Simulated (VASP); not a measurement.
# Rh (Im-3m) in VASP: notebook

One crystal, Rh, is run at these levels: PBEsol; tasks: relaxation of cell and atoms.

Program: VASP 6.6.1. These are calculated values, not measurements. Logs are shortened: lines on timing, memory, paths and dates and some standing lists are left out, and cuts for length are marked.

## (1) Starting point

It takes space group Im-3m (No. 229, cubic). The conventional cell has a = 3.022 Å, b = 3.022 Å, c = 3.022 Å, α = 90.00°, β = 90.00°, γ = 90.00°. Around Rh (site symmetry m-3m) lie 8 Rh at 2.62 Å.

This isn't the form of Rh at room conditions, which is fcc.

## (2) Relaxation of cell and atoms, PBEsol

INCAR

```
PREC = Accurate ; ENCUT = 300
EDIFF = 1E-7 ; ISMEAR = 0
SIGMA = 0.1 ; LREAL = F
LASPH = T ; NELM = 60
ALGO = Fast ; ISIF = 3
LWAVE = F ; LCHARG = F
GGA = PS ; IBRION = 2
NSW = 90 ; EDIFFG = -0.005
```

KPOINTS

```
regular mesh
0
Gamma
  20 20 20
```

POSCAR

```
Rh
1.0
   -1.5110298100      1.5110298100      1.5110298100
    1.5110298100     -1.5110298100      1.5110298100
    1.5110298100      1.5110298100     -1.5110298100
Rh
1
Direct
    0.0000000000      0.0000000000      0.0000000000
```

Potentials or basis: VASP PAW PBE potentials, release 64 (Rh_pv).

Command:

```
$ cat potpaw_PBE.64/Rh_pv/POTCAR > POTCAR
$ mpirun -np 1 vasp_std > vasp.out
```

OUTCAR:

```text
PREC = Accurate
   ENCUT = 300
   EDIFF = 1E-7
   ISMEAR = 0
   LREAL = F
   LASPH = T
   NELM = 60
   ISIF = 3
   GGA = PS
   IBRION = 2
   NSW = 90
   EDIFFG = -0.005

 ion  position               nearest neighbor table
   1  0.000  0.000  0.000-

  LATTYP: Found a body centered cubic cell.
 ALAT       =     3.0220596200

  Lattice vectors:

 A1 = (  -1.5110298100,   1.5110298100,   1.5110298100)
 A2 = (   1.5110298100,  -1.5110298100,   1.5110298100)
 A3 = (   1.5110298100,   1.5110298100,  -1.5110298100)

Analysis of symmetry for initial positions (statically):
=====================================================================
 Subroutine PRICEL returns:
 Original cell was already a primitive cell.

 Routine SETGRP: Setting up the symmetry group for a
 body centered cubic supercell.

 Subroutine GETGRP returns: Found 48 space group operations
 (whereof 48 operations were pure point group operations)
 out of a pool of 48 trial point group operations.

The static configuration has the point symmetry O_h .

Analysis of symmetry for dynamics (positions and initial velocities):
=====================================================================
 Subroutine PRICEL returns:
 Original cell was already a primitive cell.

 Routine SETGRP: Setting up the symmetry group for a
 body centered cubic supercell.

 Subroutine GETGRP returns: Found 48 space group operations
 (whereof 48 operations were pure point group operations)
 out of a pool of 48 trial point group operations.

The dynamic configuration has the point symmetry O_h .

 Subroutine INISYM returns: Found 48 space group operations
 (whereof 48 operations are pure point group operations),
 and found     1 'primitive' translations

----------------------------------------------------------------------------------------

                                     Primitive cell

  volume of cell :      13.8000

  direct lattice vectors                    reciprocal lattice vectors
    -1.511029810  1.511029810  1.511029810     0.000000000  0.330900156  0.330900156
     1.511029810 -1.511029810  1.511029810     0.330900156  0.000000000  0.330900156
     1.511029810  1.511029810 -1.511029810     0.330900156  0.330900156  0.000000000

  length of vectors
     2.617180403  2.617180403  2.617180403     0.467963489  0.467963489  0.467963489

  position of ions in fractional coordinates (direct lattice)
     0.000000000  0.000000000  0.000000000

  ion indices of the primitive-cell ions
   primitive index   ion index
                 1           1

----------------------------------------------------------------------------------------

 KPOINTS: regular mesh

Automatic generation of k-mesh.
 Grid dimensions read from file:
 generate k-points for:   20   20   20

 Generating k-lattice:

  Cartesian coordinates                     Fractional coordinates (reciprocal lattice)
     0.000000000  0.016545008  0.016545008     0.050000000  0.000000000  0.000000000
     0.016545008  0.000000000  0.016545008     0.000000000  0.050000000  0.000000000
     0.016545008  0.016545008  0.000000000     0.000000000  0.000000000  0.050000000

  Length of vectors
     0.023398174  0.023398174  0.023398174

  Shift w.r.t. Gamma in fractional coordinates (k-lattice)
     0.000000000  0.000000000  0.000000000

 Subroutine IBZKPT returns following result:
 ===========================================

 Found    256 irreducible k-points:

 Following reciprocal coordinates:
            Coordinates               Weight
  0.000000  0.000000  0.000000      1.000000
  0.050000  0.000000  0.000000     12.000000
  0.100000  0.000000  0.000000     12.000000
  0.150000  0.000000  0.000000     12.000000
  0.200000  0.000000  0.000000     12.000000
  0.250000  0.000000  0.000000     12.000000
[... 16 lines left out ...]
  0.200000  0.100000  0.000000     48.000000
  0.250000  0.100000  0.000000     48.000000
 [... further k-points ...]
   k-points           NKPTS =    256   k-points in BZ     NKDIM =    256   number of bands    NBANDS=     11
   number of dos      NEDOS =    301   number of ions     NIONS =      1
   total plane-waves  NPLWV =   4096
   dimension x,y,z NGX =    16 NGY =   16 NGZ =   16
   dimension x,y,z NGXF=    32 NGYF=   32 NGZF=   32
   ions per type =               1
   NGX,Y,Z   is equivalent  to a cutoff of  10.16, 10.16, 10.16 a.u.
   NGXF,Y,Z  is equivalent  to a cutoff of  20.33, 20.33, 20.33 a.u.
 SYSTEM =  unknown system
   PREC   = accura    normal or accurate (medium, high low for compatibility)
   ISTART =      0    job   : 0-new  1-cont  2-samecut
   ICHARG =      2    charge: 1-file 2-atom 10-const
   ISPIN  =      1    spin polarized calculation?
   LNONCOLLINEAR =      F non collinear calculations
   LSORBIT =      F    spin-orbit coupling
   LASPH  =      T    aspherical Exc in radial PAW
   ENCUT  =  300.0 eV  22.05 Ry    4.70 a.u.   3.70  3.70  3.70*2*pi/ulx,y,z
   NELM   =     60;   NELMIN=  2; NELMDL= -5     # of ELM steps
   EDIFF  = 0.1E-06   stopping-criterion for ELM
   LREAL  =      F    real-space projection
   EDIFFG = -.5E-02   stopping-criterion for IOM
   NSW    =     90    number of steps for IOM
   IBRION =      2    ionic relax: 0-MD 1-quasi-New 2-CG
   NFREE  =      1    steps in history (QN), initial steepest desc. (CG)
   ISIF   =      3    stress and relaxation
   ISYM   =      2    0-nonsym 1-usesym 2-fastsym
   POTIM  = 0.5000    time-step for ionic-motion
   TEBEG  =    0.0;   TEEND  =   0.0 temperature during run
   PSTRESS=    0.0 pullay stress
   NELECT =      15.0000    total number of electrons
   NUPDOWN=      -1.0000    fix difference up-down
   EMIN   =  10.00;   EMAX   =-10.00  energy-range for DOS
   EFERMI =   0.00;   METHOD = LEGACY
   ISMEAR =     0;   SIGMA  =   0.10  broadening in eV -4-tet -1-fermi 0-gaus
   EFERMI_NEDOS =   21; number of points for ismear=-14 and -15
   IALGO  =     68    algorithm
   IMIX   =      4    mixing-type and parameters
     AMIX     =   0.40;   BMIX     =  1.00
     AMIX_MAG =   1.60;   BMIX_MAG =  1.00
  volume/ion in A,a.u.               =      13.80        93.13
  Fermi-wavevector in a.u.,A,eV,Ry     =   1.683238  3.180859 38.549258  2.833291
  Thomas-Fermi vector in A             =   2.766475
   LORBIT       =      0    0 simple, 1 ext, 2 COOP (PROOUT), +10 PAW based schemes
   GGA     = PS    functional components
   LHFCALC =     F    Hartree Fock is set to
   AEXX    =    0.0000 exact exchange contribution
   IVDW    =     0    specifies the selected vdW correction
   LEPSILON=     F    determine dielectric tensor
   LRPA    =     F    only Hartree local field effects (RPA)
 conjugate gradient relaxation of ions
 non-spin polarized calculation
 RMM-DIIS sequential band-by-band and
 Gauss-broadening in eV      SIGMA  =   0.10
  energy-cutoff  :      300.00
  volume of cell :       13.80
 maximum number of plane-waves:       177
   NGX =  7   NGY =  7   NGZ =  7

--------------------------------------- Ionic step        1  -------------------------------------------

 number of electron      14.9999987 magnetization

 Free energy of the ion-electron system (eV)
  ---------------------------------------------------
  ext. energy  EPLUGINS =         0.00000000
  ---------------------------------------------------
  free energy    TOTEN  =        -7.76935235 eV

  energy without entropy =       -7.75626697  energy(sigma->0) =       -7.76280966

------------------------ aborting loop because EDIFF is reached ----------------------------------------

  FORCE on cell =-STRESS in cart. coord.  units (eV):
  Direction    XX          YY          ZZ          XY          YZ          ZX
  --------------------------------------------------------------------------------------
  -------------------------------------------------------------------------------------
  Total        0.1085719      0.1085719      0.1085719      0.0000000      0.0000000      0.0000000
  in kB       12.6051750     12.6051750     12.6051750      0.0000000      0.0000000      0.0000000
  external PRESSURE =      12.6051750 kB  Pullay stress =       0.0000000 kB
[... 55 lines left out ...]
  energy  without entropy=       -7.7548723608  energy(sigma->0) =       -7.76154661

--------------------------------------- Ionic step        3  -------------------------------------------

 number of electron      14.9999990 magnetization

 Free energy of the ion-electron system (eV)
  ---------------------------------------------------
  ext. energy  EPLUGINS =         0.00000000
  ---------------------------------------------------
  free energy    TOTEN  =        -7.76959898 eV

  energy without entropy =       -7.75643544  energy(sigma->0) =       -7.76301721

 E-fermi :  11.4373     XC(G=0): -14.1510

 val. band max:       11.4328495708   @ k =   0.4000   0.0000   0.0000
 cond. band min:      11.4415798177   @ k =  -0.3000   0.3500   0.0500
 fundamental gap:      0.0087302469
 Fermi energy:        11.4372846495

 k-point     1 :       0.0000    0.0000    0.0000
  band No.  band energies     occupation
      1     -34.5409      2.00000
      2     -34.5409      2.00000
      3     -34.5409      2.00000
      4       3.6058      2.00000
      5       8.4853      2.00000
      6       8.4853      2.00000
      7       8.4853      2.00000
      8      10.9905      2.00000
      9      10.9905      2.00000
     10      29.8594      0.00000
     11      29.8594      0.00000
[... 309 lines left out ...]
 k-point    24 :       0.2500    0.1000    0.0000
  band No.  band energies     occupation
      1     -35.0348      2.00000
      2     -34.7087      2.00000
      3     -34.5661      2.00000
      4       6.0287      2.00000
      5       7.4802      2.00000
      6       8.6925      2.00000
      7      10.5100      2.00000
      8      11.2832      1.97071
      9      11.8231      0.00000
     10      26.1561      0.00000
     11      27.8957      0.00000

 [... further k-points ...]

------------------------ aborting loop because EDIFF is reached ----------------------------------------

  FORCE on cell =-STRESS in cart. coord.  units (eV):
  Direction    XX          YY          ZZ          XY          YZ          ZX
  --------------------------------------------------------------------------------------
  -------------------------------------------------------------------------------------
  Total        0.0014268      0.0014268      0.0014268      0.0000000      0.0000000      0.0000000
  in kB        0.1648778      0.1648778      0.1648778      0.0000000      0.0000000      0.0000000
  external PRESSURE =       0.1648778 kB  Pullay stress =       0.0000000 kB
[... 16 lines left out ...]
  FREE ENERGIE OF THE ION-ELECTRON SYSTEM (eV)
  ---------------------------------------------------
  free  energy   TOTEN  =        -7.7695989832 eV

  energy  without entropy=       -7.7564354420  energy(sigma->0) =       -7.76301721

 reached required accuracy - stopping structural energy minimisation
```

Run time: 18 s. Hardware: 1 thread of Intel Xeon Platinum 8488C (Sapphire Rapids), shared host; peak memory 0.13 GiB.

What came out:

```yaml
Free_energy: -7.7696 eV
Relaxed_volume: 13.86 Å³/atom
Relaxed_cell: a = 2.621 Å, b = 2.621 Å, c = 2.621 Å, α = 109.47°, β = 109.47°, γ = 109.47°
Space_group_after_relaxing_to_0.05_Å: Im-3m (No. 229)
Energy_gained_by_relaxing: 0.2 meV/atom
Ionic_steps: 3
Pressure_after_relaxing: 0.0 GPa
Band_gap_on_the_k_mesh: none (metal or under the smearing width)
```

Step by step:
```tsv
step	energy change (eV)	largest force (eV/Å)	pressure (GPa)	volume (Å³)
1	0.0000	0.0000	1.26	13.80
2	0.0011	0.0000	-2.85	14.02
3	-0.0002	0.0000	0.02	13.86
```

Final structure:
```xyz
1
Lattice="-1.5134 1.5134 1.5134 1.5134 -1.5134 1.5134 1.5134 1.5134 -1.5134" Properties=species:S:1:pos:R:3 pbc="T T T"
Rh    0.0000    0.0000    0.0000
```

Levels at points of the mesh, in eV from the Fermi level:
```csv
k point,band 5,band 6,band 7,band 8,band 9,band 10
"(0.00, 0.00, 0.00)",-2.95,-2.95,-2.95,-0.45,-0.45,18.42
"(0.50, 0.00, 0.00)",-4.50,-0.51,-0.08,1.24,1.65,9.40
"(0.50, 0.50, 0.50)",-5.93,1.13,1.13,1.13,9.43,9.43
```

Caveat: the cutoff is under 1.25 times the usual one of these potentials, so pressure, stress and relaxed cells hold a basis-set (Pulay) error; the PAW data sets were made with another functional, which shifts forces and pressure a little.

## (3) Relaxation of cell and atoms, PBEsol

INCAR, as its differences from that of step 2:

```diff
@@ -1,2 +1,2 @@
-PREC = Accurate ; ENCUT = 300
+PREC = Accurate ; ENCUT = 600
 EDIFF = 1E-7 ; ISMEAR = 0
```

KPOINTS

```
regular mesh
0
Gamma
  8 8 8
```

POSCAR is that of step 2.

Potentials or basis: VASP PAW PBE potentials, release 64 (Rh_pv).

Command:

```
$ cat potpaw_PBE.64/Rh_pv/POTCAR > POTCAR
$ mpirun -np 1 vasp_std > vasp.out
```

It took 11 s on 1 thread of Intel Xeon Platinum 8488C (Sapphire Rapids), shared host; peak memory 0.14 GiB.

Results (log left out):

```yaml
Free_energy: -7.7502 eV
Relaxed_volume: 13.88 Å³/atom
Relaxed_cell: a = 2.622 Å, b = 2.622 Å, c = 2.622 Å, α = 109.47°, β = 109.47°, γ = 109.47°
Space_group_after_relaxing_to_0.05_Å: Im-3m (No. 229)
Energy_gained_by_relaxing: 0.4 meV/atom
Ionic_steps: 3
Pressure_after_relaxing: 0.0 GPa
Band_gap_on_the_k_mesh: none (metal or under the smearing width)
```

The path:
| step | energy change (eV) | largest force (eV/Å) | pressure (GPa) | volume (Å³) |
| --- | --- | --- | --- | --- |
| 1 | 0.0000 | 0.0000 | 1.64 | 13.80 |
| 2 | 0.0019 | 0.0000 | -3.73 | 14.08 |
| 3 | -0.0004 | 0.0000 | 0.01 | 13.88 |

Final structure:
```cif
data_structure
_symmetry_space_group_name_H-M 'P 1'
_symmetry_Int_Tables_number 1
_cell_length_a 2.6224
_cell_length_b 2.6224
_cell_length_c 2.6224
_cell_angle_alpha 109.471
_cell_angle_beta 109.471
_cell_angle_gamma 109.471
_cell_volume 13.88
loop_
_atom_site_label
_atom_site_type_symbol
_atom_site_fract_x
_atom_site_fract_y
_atom_site_fract_z
_atom_site_occupancy
Rh1 Rh 0.00000 0.00000 0.00000 1
```

Levels at points of the mesh, in eV from the Fermi level:
```csv
k point,band 4,band 5,band 6,band 7,band 8,band 9,band 10,band 11
"(0.00, 0.00, 0.00)",-7.80,-2.95,-2.95,-2.95,-0.44,-0.44,18.43,18.43
"(0.50, 0.00, 0.00)",-5.92,-4.49,-0.51,-0.08,1.26,1.64,9.40,14.57
"(0.50, 0.50, 0.50)",-5.91,-5.91,1.12,1.12,1.12,9.44,9.44,9.44
```

Caveat: the k mesh is coarse (spacing up to 0.37 Å⁻¹), so the values aren't converged; the PAW data sets were made with another functional, which shifts forces and pressure a little.
